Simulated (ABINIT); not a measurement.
Runs of ABINIT 10.8.3 (patched build) on I. It takes space group Cmce (No. 64, orthorhombic). The conventional cell has a = 7.270 Å, b = 4.790 Å, c = 9.793 Å, α = 90.00°, β = 90.00°, γ = 90.00°. I (site symmetry m) is surrounded by 1 I at 2.68 Å. 

```tsv
task	level	potentials or basis	k mesh	cutoff (eV)	fine-grid cutoff	gap on the mesh (eV)	pressure (GPa)	largest force (eV/Å)
single point	LDA	JTH PAW LDA v2.0	9 × 9 × 4	408	816.342 eV	1.18	-0.7	0.88
band structure	LDA	JTH PAW LDA v2.0	7 × 7 × 3	408	816.342 eV	1.20	-0.7	0.88
band structure	SOGGA	JTH PAW PBE v2.0	7 × 7 × 3	408	816.342 eV	1.27	-0.1	(a)
band structure	TB-mBJ	JTH PAW LDA v2.0	7 × 7 × 3	490	979.61 eV	(c)	-	-
band structure	revPBE	JTH PAW PBE v2.0	7 × 7 × 3	408	816.342 eV	1.35	3.0	0.98
band structure	WC	JTH PAW PBE v2.0	7 × 7 × 3	408	816.342 eV	1.25	0.3	0.97
single point	r2SCAN	JTH PAW PBE v2.0	6 × 6 × 2	490	979.61 eV	1.49	-	0.81
band structure	RPBE	JTH PAW PBE v2.0	7 × 7 × 3	408	816.342 eV	1.36	3.3	0.97
single point	r2SCAN	JTH PAW PBE v2.0	4 × 4 × 2	490	979.61 eV	1.49	-	0.80
band structure	PW91	JTH PAW PBE v2.0	7 × 7 × 3	408	816.342 eV	1.29	1.9	1.03
single point	PBE	JTH PAW PBE v2.0	9 × 9 × 4	408	816.342 eV	(b)	1.9	1.00
```

Alike in all rows: no spin polarisation; cell as given; smearing fermi-dirac 0.05 eV.

Q: Estimate the missing entries.

A: (a) 0.86; (b) 1.30; (c) 1.63.

Caveats: spin-orbit coupling is left out, which moves the levels of the heavy elements; the PAW data sets were made with another functional, which shifts forces and pressure a little (some runs); an odd mesh through Γ misses points on the zone boundary, where band edges often lie (some runs); the constant c of TB-mBJ comes from the pseudo density here, which moves gaps by up to 0.3 eV between sets of potentials (some runs).

A k mesh can miss the band edges, and the runs leave out spin-orbit coupling on I.

Not every run made on this cell is shown here.
